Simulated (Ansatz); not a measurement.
**F under compression and expansion**

```
CELL_PARAMETERS angstrom
0.00000 2.43708 2.43708
2.43708 0.00000 2.43708
2.43708 2.43708 0.00000
ATOMIC_POSITIONS crystal
F 0.00000 0.00000 0.00000
F 0.25000 0.25000 0.25000
```

The structure comes from a relaxation in the same program, started in the diamond type, and has space group Fd-3m. Whether it is a known phase or the ground state wasn't checked.

Methods: DFT, PBE, all-electron LAPW, scalar-relativistic (Ansatz 0.2.0); DFT, PBE, PAW with Ansatz's default frozen-core files, scalar-relativistic (Ansatz 0.2.0).

For LAPW: a Γ-centred 16×16×16 k mesh, Fermi–Dirac smearing of 0.05 eV, basis error target 0.5 meV/atom, no spin polarisation. PAW takes a cutoff of 420 eV at this cell. The Ansatz runs share mesh, smearing and spin set-up. Plane-wave (PAW) pressures include the program's estimate of the Pulay term.

The cell above is scaled evenly, with fractional coordinates and shape held.

```tsv
V/V(cell)	V (Å³/atom)	P, LAPW (GPa)	P, PAW (GPa)
0.9600	13.896	?	?
0.9800	14.185	0.79	0.83
1.0000	14.475	-0.04	0.00
1.0200	14.764	-0.77	-0.73
1.0400	15.054	-1.41	-1.38
```

(1) Fill in the row V/V(cell) = 0.9600.

(2) What do Birch–Murnaghan fits to the pressures give?

Answers

(1) P, LAPW (GPa) = 1.73, P, PAW (GPa) = 1.77.

(2) LAPW: V0 = 14.46 Å³/atom, B0 = 39 GPa, B0′ = 5.4; PAW: V0 = 14.47 Å³/atom, B0 = 39 GPa, B0′ = 5.3.
